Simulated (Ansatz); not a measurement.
**What a trial cell of Rh relaxes into**

All numbers below come from DFT PBE, scalar-relativistic, plane waves, PAW in Ansatz. Cutoff 420 eV, Γ-centred k mesh, Gaussian smearing, no spin polarisation in the final step.

Rh was placed on the black phosphorus structure type (Cmce, No. 64), at a guessed volume.

```yaml
crystal:
  lattice:
    - [1.50865, -4.78574, 0.00000]
    - [1.50865, 4.78574, 0.00000]
    - [0.00000, 0.00000, 3.99268]
  atoms:
    - { symbol: Rh, position: [0.09800, 0.90200, 0.91000] }
    - { symbol: Rh, position: [0.59800, 0.40200, 0.59000] }
    - { symbol: Rh, position: [0.90200, 0.09800, 0.09000] }
    - { symbol: Rh, position: [0.40200, 0.59800, 0.41000] }
```

Cell and atoms relax at zero pressure; the relaxation can't lower the symmetry of the start. After a coarse first stage the cell is made exact in the group found at 0.06 Å.

Energies count from the standard state of Rh at the same level.

Q: Describe the relaxed structure.

A: It ends in Fmmm (No. 69). Conventional cell: a = 2.680 Å, b = 4.575 Å, c = 9.663 Å. Rh has 1 Rh at 2.48 Å and 8 Rh at 2.65–2.71 Å.

```xyz
2
Lattice="0.0000 2.2876 4.8317 1.3400 0.0000 4.8317 1.3400 2.2876 0.0000" Properties=species:S:1:pos:R:3 pbc="T T T"
Rh    1.3400    2.2876    8.4254
Rh    1.3400    2.2876    1.2380
```

Q: What are its volume, energy, density and gap?

A: The volume per atom is 14.81 Å³ and the density is 11.54 g/cm³. The energy over the standard structure is 0.30 eV/atom and the gap on the 24×24×24 mesh is 0 eV (a metal).

The final run used a 24×24×24 mesh on its 2-atom cell and 0.10 eV smearing. The k mesh leaves about 4 meV/atom of noise in metals. A structure relaxed within its symmetry needn't be a true minimum.